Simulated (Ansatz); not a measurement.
## MgO: pressure and energy less free atoms against volume scale

Periodic Kohn-Sham DFT of a crystal at fixed atoms, scaled to volume_scale times the given cell; pressure positive in compression, energy less spherical unpolarised free atoms, largest_vzz the field gradient of largest size among the nuclei. The results are calculated, by Ansatz 0.2.0.

The cell before it is scaled or strained (space group Fm-3m, No. 225):
```
CELL_PARAMETERS angstrom
0.00000 2.13510 2.13510
2.13510 0.00000 2.13510
2.13510 2.13510 0.00000
ATOMIC_POSITIONS crystal
Mg 0.00000 0.00000 0.00000
O 0.50000 0.50000 0.50000
```

Settings of every row: method all-electron LAPW; functional PBE; relativity scalar; k mesh 11x11x11; filling fermi-dirac; smearing width 0.01 eV; basis error target 1 meV/atom; nucleus gaussian.

Atom start moment: 0 on all atoms.

Limits: the cell was measured well above room temperature.

```csv
row,volume scale,V (Å³/atom),pressure (GPa),energy less free atoms (eV/atom)
1,0.9405,9.154,8.274,-5.9239
2,0.98,9.54,?,?
3,1,9.734,-1.631,-5.935
4,1.02,9.929,-4.334,-5.9314
5,1.06,10.317,-8.978,-5.915
```

Question: what pressure and energy less free atoms should row 2 give?

Worked fit of pressure. Take u = (V_r/V)^(2/3) − 1 with V_r = 9.8315 Å³ an atom, which is twice the finite (Eulerian) strain; such expansions in the strain, on which the Birch-Murnaghan equation of state is built, carry the rest volume and the bulk modulus. The shown rows have u = 0.04875, 0.00667, -0.00656, -0.03162. Least squares give pressure = −3.0179 + 205.419 × u + 537.3 × u² GPa; a straight line predicts inner rows, each left out in turn, worse (root mean square 0.55 against 0.016 GPa). The rows lie off it by 0.001, -0.007, 0.008, -0.002 (root mean square 0.0054 GPa). The pressure vanishes at u = 0.0142, or V = 9.626 Å³ an atom, and there the bulk modulus at fixed shape and fractions is B = −V dP/dV = (2/3)(1 + u) dP/du = 149 GPa. The withheld row has u = 0.02027, so the fit gives −3.0179 + 205.419 × (0.02027) + 537.3 × (0.02027)² = 1.367 GPa.

The calculation gave 1.365 GPa. The fit lies 0.002 GPa (0.012 % of the column's range) above it; its largest miss of a shown row is 0.008 GPa.

Worked fit of energy less free atoms. Take u = (V_r/V)^(2/3) − 1 with V_r = 9.8315 Å³ an atom, which is twice the finite (Eulerian) strain; such expansions in the strain, on which the Birch-Murnaghan equation of state is built, carry the rest volume and the bulk modulus. The shown rows have u = 0.04875, 0.00667, -0.00656, -0.03162. Least squares give energy less free atoms = −5.93361 − 0.2784 × u + 9.799 × u² eV/atom; a straight line predicts inner rows, each left out in turn, worse (root mean square 0.0099 against 7.3e-05 eV/atom). All shown rows lie on it to the printed digit. Its lowest point lies at u = 0.0142, or V = 9.626 Å³ an atom, and the curvature there gives the bulk modulus at fixed shape and fractions, B = (4/9)(1 + u)² E″(u)/V = 149 GPa. The withheld row has u = 0.02027, so the fit gives −5.93361 − 0.2784 × (0.02027) + 9.799 × (0.02027)² = -5.9352 eV/atom.

The calculation gave -5.9352 eV/atom. The fit meets it to the printed digit.
